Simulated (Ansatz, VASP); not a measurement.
Au in VASP and in Ansatz

```
Au
1.0
    -1.65727    1.65727    1.65727
     1.65727   -1.65727    1.65727
     1.65727    1.65727   -1.65727
Au
1
Direct
  0.00000 0.00000 0.00000
```

This isn't the form of Au at room conditions, which is fcc.

Alike in both runs: task single point; functional PBE; k mesh 14 × 14 × 14; occupations gaussian, width 0.05 eV; no spin polarisation.

```csv
,VASP,Ansatz
version,VASP 6.6.1,Ansatz 0.2.0
potentials or method,"VASP PAW PBE potentials, release 64 (Au)","scalar-relativistic, plane waves, PAW"
plane-wave cutoff (eV),520,420
valence electrons in the cell,11,19
```

|  | VASP | Ansatz | Ansatz less VASP |
| --- | --- | --- | --- |
| gap on the k mesh at the Fermi level (eV) | none | none | - |
| pressure (GPa) | -1.9 | -1.8 | +0.15 |

A gap of «none» marks a metal or a gap that the smearing closes. The two sets of potentials don't hold the same shells in valence.

The runs have no spin-orbit coupling, so splittings on Au are missing.
